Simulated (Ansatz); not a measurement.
Free-standing chains of the atoms of BN, named by their start (strip: triangular double chain, ladder: square double chain); atoms and period are relaxed, and energies count from relaxed bulk BN (F-43m, 5.95 Å³/atom, gap on the mesh 4.46 eV).

Level of theory: DFT PBE, scalar-relativistic, plane waves, PAW in Ansatz.

Cutoff 420 eV, Gaussian smearing of 0.05 eV, energies at zero smearing, symmetry of each start kept, collinear spin where a moment is listed.

| start | atoms | k mesh | excess energy (eV per host atom) | period (Å) | gap on the mesh (eV) | highest filled level or Fermi level under vacuum (eV) |
| --- | --- | --- | --- | --- | --- | --- |
| linear chain | 2 | 1×1×23 | 0.739 | 2.623 | 4.05 | 6.47 |
| dimerised chain | 2 | 1×1×23 | 0.739 | 2.622 | 4.05 | 6.46 |
| zigzag chain | 2 | 1×1×25 | 0.738 | 2.622 | 4.04 | 6.46 |
| ladder chain | 4 | 1×1×23 | 0.947 | 2.680 | 3.54 | - |

Zero in every row: size of the moment (μB per cell).

An odd mesh misses points on the zone edge, so a gap read on it can be too wide.

Each run keeps its start's symmetry and one magnetic start, so lower states can exist. Rows stand on unlike meshes and boxes, so starts that end alike can differ by a few hundredths of an eV per atom.

Cost: 4 runs of about 3.8 core-minutes in all, on Arm Neoverse V2 (shared hosts).